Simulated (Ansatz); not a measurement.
# WS2: the cost of one run

Method: DFT PBE+D3(BJ), scalar-relativistic, plane waves, PAW, in Ansatz 0.2.0.

### 1 The structure to begin with

Symmetry: P-3m1, No. 164, trigonal system. Conventional cell: a = 3.160 Å, b = 3.160 Å, c = 23.804 Å, α = 90.00°, β = 90.00°, γ = 120.00°. Around S (site symmetry 3m) lie 3 W at 2.41 Å. W (site symmetry 3m) has 6 S at 2.41 Å in its first shell of neighbours.

Coordinates:

```cif
data_structure
_symmetry_space_group_name_H-M 'P-3m1'
_symmetry_Int_Tables_number 164
_cell_length_a 3.1595
_cell_length_b 3.1595
_cell_length_c 23.8043
_cell_angle_alpha 90.000
_cell_angle_beta 90.000
_cell_angle_gamma 120.000
_cell_volume 205.79
loop_
_atom_site_label
_atom_site_type_symbol
_atom_site_symmetry_multiplicity
_atom_site_Wyckoff_symbol
_atom_site_fract_x
_atom_site_fract_y
_atom_site_fract_z
_atom_site_occupancy
S1 S 2 c 0.00000 0.00000 0.80583 1
W1 W 2 d 0.33333 0.66667 0.87204 1
S2 S 2 c 0.00000 0.00000 0.93825 1
```

This is the geometry of the first run shown, built on a cell relaxed beforehand with the same method.

### 2 Plan of the line

Atoms count from 1 in the order of the input.

The upper layer of a bilayer is slid along a line and lifted, both layers rigid.

- slide of the upper layer along the first surface vector, from S4 above S3: 6 values from 0.00 to 2.63 Å, periodic
- distance between the facing planes of atoms: 6 values from 2.94 to 4.74 Å

Nothing else is relaxed. Energies count from the two layers apart. Points are written as (first, second).

### 3 Point (0.00 Å, 2.94 Å)

The cell repeats along c, and a dipole correction in the vacuum removes the field between the copies.

Input file input.yaml:

```yaml
crystal:
  lattice:
    - [3.1595457497, 0.0, 0.0]
    - [-1.5797728749, 2.7362468836, 0.0]
    - [0.0, 0.0, 23.8042575719]
  atoms:
    - { symbol: S, position: [0.3333333333, 0.6666666667, 0.1890418126] }
    - { symbol: W, position: [0.6666666667, 0.3333333333, 0.2552511581] }
    - { symbol: S, position: [0.3333333333, 0.6666666667, 0.3214605103] }
    - { symbol: S, position: [0.3333333333, 0.6666666667, 0.4449678279] }
    - { symbol: W, position: [0.0, 1.0, 0.5111771733] }
    - { symbol: S, position: [0.3333333333, 0.6666666667, 0.5773865255] }
basis:
  ecutwfc: 420
kpoints:
  mp_grid: { grid: [9, 9, 1] }
hamiltonian:
  xc: pbe
  pseudopotentials: { kind: paw, azcp: { folder: soft_1 } }
  dispersion: d3bj
scf:
  occupations: { method: gaussian, width: 0.05 }
output:
  forces: true
  eigenvalues: true
  write_density: true
  write_potential: true
  elf: true
  volumetric_format: npy
efield:
  axis: 3
  dipole_correction: true
  ramp_width: 0.04
```

Run with:

```
$ ansatz run input.yaml --threads 1 --pin off --max-ram 3072MiB --backend cpu --events-out ev --progress --plain --runs-dir out
```

**Question.** How long does this run take on 1 thread of Arm Neoverse V1, shared host, and how much memory does it need?

About 14 s, with a peak of 0.38 GiB.
